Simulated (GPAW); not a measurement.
# ZnO (zincite) (P6_3mc) in GPAW: a series of runs, part 2 of 2

GPAW 26.7.0.

## (3) Band structure, PBE

Input file run.py:

```python
from ase.dft.bandgap import bandgap
from ase.io import read, write
from gpaw import GPAW

atoms = read('ZnO.xyz')

calc = GPAW(mode='lcao',
            h=0.16,
            basis='dz(dzp)',
            xc='PBE',
            kpts={'size': (6, 6, 3), 'gamma': True},
            occupations={'name': 'fermi-dirac', 'width': 0.05},
            convergence={'density': 1e-05, 'energy': 1e-05},
            maxiter=150,
            txt='gpaw.txt')
atoms.calc = calc
energy = atoms.get_potential_energy()
forces = atoms.get_forces()
calc.write('gs.gpw')
write('result.traj', atoms)
print(f'Energy: {energy:.6f} eV')
print('Forces (eV/A):')
print(forces.round(4))
print('Fermi level:', round(calc.get_fermi_level(), 4), 'eV')
print(f'Gap: {bandgap(calc)[0]:.4f} eV, direct: {bandgap(calc, direct=True)[0]:.4f} eV')

path = atoms.cell.bandpath('GMKGALHA,LM,KH', npoints=80, eps=1e-4)
bs_calc = calc.fixed_density(kpts=path, symmetry='off', txt='bands.txt')
bs = bs_calc.band_structure()
bs.write('bs.json')
print(f'Gap on the path: {bandgap(bs_calc)[0]:.4f} eV')
```

Input file ZnO.xyz:

```xyz
4
Lattice="3.2493080000 0.0000000000 0.0000000000 -1.6246540000 2.8139832727 0.0000000000 0.0000000000 0.0000000000 5.2057090000" Properties=species:S:1:pos:R:3 pbc="T T T"
Zn     1.6246540002      0.9379944241      0.0000000000
Zn    -0.0000000002      1.8759888486      2.6028545000
O     -0.0000000002      1.8759888486      4.5758702681
O      1.6246540002      0.9379944241      1.9730157681
```

Potentials or basis: GPAW PAW data sets (gpaw-data 1.2.1), lcao:dz(dzp).

On the command line:

```sh
$ OMP_NUM_THREADS=1 python run.py
```

It took 87 s on 1 thread of Intel Xeon 6975P-C (Granite Rapids), shared host; peak memory 0.25 GiB.

These settings aren't checked as converged: the numbers below hold their error.

What came out:

```
Free energy             : -16.5521 eV
Band gap on the k mesh  : 0.78 eV, direct
Band gap along the path : 0.78 eV, direct
```

Caveat: the k mesh is coarse; the real-space grid adds noise to forces; the forces don't sum to zero, a sign of grid noise; the basis of atomic orbitals isn't converged, which shifts pressures, moduli and gaps.

## (4) Band structure, LDA

Input file run.py:

```python
from ase.dft.bandgap import bandgap
from ase.io import read, write
from ase.units import GPa
from gpaw import GPAW, PW, setup_paths

setup_paths.insert(0, '.')

atoms = read('ZnO.cif')

calc = GPAW(mode=PW(800),
            xc='LDA',
            kpts={'size': (6, 6, 3), 'gamma': True},
            occupations={'name': 'fermi-dirac', 'width': 0.05},
            setups={'O': 'jth', 'Zn': 'jth'},
            nbands=-13,
            convergence={'density': 1e-05, 'energy': 1e-05},
            maxiter=150,
            txt='gpaw.txt')
atoms.calc = calc
energy = atoms.get_potential_energy()
forces = atoms.get_forces()
stress = atoms.get_stress()
calc.write('gs.gpw')
write('result.traj', atoms)
print(f'Energy: {energy:.6f} eV')
print('Forces (eV/A):')
print(forces.round(4))
print('Stress (GPa):', (stress / GPa).round(3))
print('Fermi level:', round(calc.get_fermi_level(), 4), 'eV')
print(f'Gap: {bandgap(calc)[0]:.4f} eV, direct: {bandgap(calc, direct=True)[0]:.4f} eV')

path = atoms.cell.bandpath('GMKGALHA,LM,KH', npoints=80, eps=1e-4)
bs_calc = calc.fixed_density(kpts=path, symmetry='off', nbands=-23,
                             convergence={'bands': 'CBM+6.0', 'eigenstates': 1e-6}, txt='bands.txt')
bs = bs_calc.band_structure()
bs.write('bs.json')
print(f'Gap on the path: {bandgap(bs_calc)[0]:.4f} eV')
```

Input file ZnO.cif:

```cif
data_ZnO
_cell_length_a 3.24930800
_cell_length_b 3.24930800
_cell_length_c 5.20570900
_cell_angle_alpha 90.00000000
_cell_angle_beta 90.00000000
_cell_angle_gamma 120.00000000
_space_group_name_H-M_alt 'P1'
_space_group_name_Hall 'P 1'
_space_group_IT_number 1
loop_
_space_group_symop_operation_xyz
'x,y,z'
loop_
_atom_site_label
_atom_site_type_symbol
_atom_site_symmetry_multiplicity
_atom_site_Wyckoff_symbol
_atom_site_fract_x
_atom_site_fract_y
_atom_site_fract_z
_atom_site_occupancy
Zn1 Zn 1 a 0.6666666667 0.3333333333 0.0000000000 1
Zn2 Zn 1 a 0.3333333333 0.6666666667 0.5000000000 1
O1 O 1 a 0.3333333333 0.6666666667 0.8790100000 1
O2 O 1 a 0.6666666667 0.3333333333 0.3790100000 1
```

Potentials or basis: JTH PAW 2.0, LDA, pw.

On the command line:

```sh
$ OMP_NUM_THREADS=1 python run.py
```

gpaw.txt:

```text
__  _  _
 | _ |_)|_||  |
 |__||  | ||/\| - 26.7.0

Input parameters:
  mode=PW(ecut=800.0),
  convergence={'density': 1e-05, 'energy': 1e-05},
  kpts=MonkhorstPack(size=(6, 6, 3), gamma=True),
  maxiter=150,
  nbands=-13,
  occupations=Occupations(name='fermi-dirac', width=0.05),
  setups={'O': 'jth', 'Zn': 'jth'},
  xc=XC(name='LDA')

Diagonalizing LCAO Hamiltonian
Converting LCAO to pw mode

        O

        Zn

           O

           Zn

Atoms  # Å, Bohr magnetons
|   | symbol |         x |        y |        z |    initial magnetic moments |
|---|--------|-----------|----------|----------|-----------------------------|
| 0 |     Zn |  1.624654 | 0.937994 | 0.000000 | ( 0.0000,  0.0000,  0.0000) |
| 1 |     Zn | -0.000000 | 1.875989 | 2.602854 | ( 0.0000,  0.0000,  0.0000) |
| 2 |      O | -0.000000 | 1.875989 | 4.575870 | ( 0.0000,  0.0000,  0.0000) |
| 3 |      O |  1.624654 | 0.937994 | 1.973016 | ( 0.0000,  0.0000,  0.0000) |

Unit cell  # Å
| periodic |         x |        y |        z |  lengths |     angles |
|----------|-----------|----------|----------|----------|------------|
|      yes |  3.249308 | 0.000000 | 0.000000 | 3.249308 |  90.000000 |
|      yes | -1.624654 | 2.813983 | 0.000000 | 3.249308 |  90.000000 |
|      yes |  0.000000 | 0.000000 | 5.205709 | 5.205709 | 120.000000 |

Number of symmetries: 6
Symmetry operations  # r_c * U_cc + t_c -> r_c
|   | kind |            matrix            |
|---|------|------------------------------|
| 0 |  σ   |  1, 1, 0,  0,-1, 0,  0, 0, 1 |
[... 134 lines left out ...]
maximum number of iterations: 150

SCF iterations
|iter     | |      energy | eigst |  dens |
|---------|-|-------------|-------|-------|
|iter:   1| |  -24.026077 | +0.54 |       |
|iter:   2| |  -23.218495 | -1.29 | -1.02 |
|iter:   3| |  -21.171501 | -0.29 | -1.08 |
|iter:   4| |  -21.129615 | -3.08 | -1.67 |
|iter:   5| |  -21.112526 | -2.92 | -1.93 |
|iter:   6| |  -21.112384 | -4.09 | -3.10 |
|iter:   7| |  -21.112366c| -5.26 | -3.36 |
|iter:   8| |  -21.112370c| -5.99 | -3.66 |
|iter:   9| |  -21.112367c| -6.76 | -4.10 |
|iter:  10| |  -21.112367c| -7.77c| -5.11c|

Converged in 10 steps
Energy contributions relative to reference atoms: (reference = -101653.387503)

Energy contributions:
  Kinetic:          24.795639
  Coulomb:         -20.246000
  Zero:             -0.103705
  External:          0.000000
  Xc:              -25.558292
  Entropy:          -0.000017
  Spinorbit:         0.000000
  ----------------------------
  Free energy:     -21.112376
  Extrapolated:    -21.112367

dipole moment: (-0.000022, -0.000036, -11.400174)  # |e|*Ang

Fermi level: 3.485
Eigenvalues  # (at kpt = [0.000, 0.000, 0.000])
| band index |      eig [eV] | occ [0-2] |
|------------|---------------|-----------|
|          0 |       -14.708 |     2.000 |
|        ... |               |           |
|         10 |        -1.291 |     2.000 |
|         11 |        -1.291 |     2.000 |
|         12 |        -1.014 |     2.000 |
|         13 |         2.279 |     2.000 |
|         14 |         2.279 |     2.000 |
|         15 |         3.028 |     2.000 |
[... 8 lines left out ...]
|         24 |        16.992 |     0.000 |
|         25 |        16.992 |     0.000 |
|        ... |               |           |
|         30 |        22.750 |     0.000 |

Gap: 0.726 eV
Transition (v -> c):
  (s=0, k=0, n=17, [0.00, 0.00, 0.00]) -> (s=0, k=0, n=18, [0.00, 0.00, 0.00])
No difference between direct/indirect transitions

Forces  # eV/Ang
|        x |        y |        z |
|----------|----------|----------|
| -0.00000 |  0.00000 | -0.05058 |  # Zn   0
|  0.00000 | -0.00000 | -0.05022 |  # Zn   1
| -0.00000 |  0.00000 |  0.05052 |  # O    2
|  0.00000 | -0.00000 |  0.05058 |  # O    3

Stress tensor  # eV/Ang^3
|         x |         y |        z |
|-----------|-----------|----------|
|  0.054252 | -0.000000 | 0.000000 |
| -0.000000 |  0.054252 | 0.000000 |
|  0.000000 |  0.000000 | 0.043371 |

# Writing to gs.gpw (mode='')
```

stdout:

```text
Energy: -21.112367 eV
Forces (eV/A):
[[-0.      0.     -0.0506]
 [ 0.     -0.     -0.0502]
 [-0.      0.      0.0505]
 [ 0.     -0.      0.0506]]
Stress (GPa): [ 8.692  8.692  6.949  0.     0.    -0.   ]
Fermi level: 3.4852 eV
Gap: 0.7263 eV, direct: 0.7263 eV
Gap on the path: 0.7263 eV
```

It took 73 s on 1 thread of Intel Xeon 6975P-C (Granite Rapids), shared host; peak memory 0.39 GiB.

Results:

```yaml
Free_energy: -21.1124 eV
Pressure: -8.1 GPa
Largest_force: 0.051 eV/Å
Band_gap_on_the_k_mesh: 0.73 eV, direct
Band_gap_along_the_path: 0.73 eV, direct
```

Forces on the atoms (eV/Å):
```
Zn   0.000  0.000 -0.051
Zn   0.000  0.000 -0.050
O    0.000  0.000  0.051
O    0.000  0.000  0.051
```

Stress tensor (GPa, compression positive):
```
-8.69  0.00  0.00
 0.00 -8.69  0.00
 0.00  0.00 -6.95
```

Levels at the corners of the path, in eV from the valence-band top:
```tsv
point	band 16	band 17	band 18	band 19	band 20
Γ	-0.07	0.00	0.00	0.73	5.06
M	-2.31	-1.30	-0.84	5.66	6.71
K	-1.95	-1.95	-1.74	7.51	7.55
Γ	-0.07	0.00	0.00	0.73	5.06
A	-0.41	-0.41	-0.41	3.38	3.38
L	-1.53	-1.37	-1.37	5.57	5.57
H	-2.73	-1.24	-1.24	7.85	7.85
A	-0.41	-0.41	-0.41	3.38	3.38
L	-1.53	-1.37	-1.37	5.57	5.57
M	-2.31	-1.30	-0.84	5.66	6.71
K	-1.95	-1.95	-1.74	7.51	7.55
H	-2.73	-1.24	-1.24	7.85	7.85
```

Caveat: the k mesh is coarse; the program truncates these outside data sets.

## (5) How close it comes

Step 2. A measured gap of ZnO is 3.37 eV (quoted in “Electronic structure of alkaline earth and post-transition metal oxides”, 2009, arxiv:0908.1581); the calculated 1.25 eV misses it by -2.12 eV. So large a miss can be the level of theory's own, or it may mean another phase, state or a wrong row. The value is that of rSCAN, without temperature or zero-point motion.

Step 4. Against the measured gap of ZnO, 3.37 eV (quoted in “Electronic structure of alkaline earth and post-transition metal oxides”, 2009, arxiv:0908.1581), the calculated 0.73 eV is off by -2.64 eV. So large a miss can be the level of theory's own, or it may mean another phase, state or a wrong row. The value is that of LDA, without temperature or zero-point motion. Semilocal functionals fall short of measured gaps as a rule.
